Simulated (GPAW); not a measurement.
Slab: WS2, a slab with vacuum.

```
CELL_PARAMETERS angstrom
3.18312 0.00000 0.00000
-1.59156 2.75666 0.00000
0.00000 0.00000 35.18056
ATOMIC_POSITIONS crystal
W 0.33333 0.66667 0.59232
W 0.33333 0.66667 0.22340
W 0.66667 0.33333 0.77660
W 0.66667 0.33333 0.40768
S 0.33333 0.66667 0.82115
S 0.33333 0.66667 0.45202
S 0.66667 0.33333 0.63662
S 0.66667 0.33333 0.26774
S 0.33333 0.66667 0.73226
S 0.33333 0.66667 0.36338
S 0.66667 0.33333 0.54798
S 0.66667 0.33333 0.17885
```

Base run:

| Property | Result |
| --- | --- |
| Program | GPAW 26.7.0 |
| Functional | PBE |
| Potentials or basis | GPAW PAW data sets (gpaw-data 1.2.1) |
| Cutoff | 600 eV |
| Basis | pw |
| k mesh | 10 × 10 × 1 |
| Occupations | fermi-dirac, width 0.05 eV |
| Spin | no spin polarisation |

Its results: band gap on the k mesh 1.42 eV, indirect (least direct gap 2.10 eV); largest force 0.250 eV/Å.

Question: The run is repeated on the same cell with these changes: k mesh from 10 × 10 × 1 to 6 × 6 × 1. What comes out?

Answer: Band gap on the k mesh 1.32 eV, indirect (least direct gap 1.75 eV); largest force 0.255 eV/Å.

Caveats: spin-orbit coupling is left out, which moves the levels of the heavy elements.
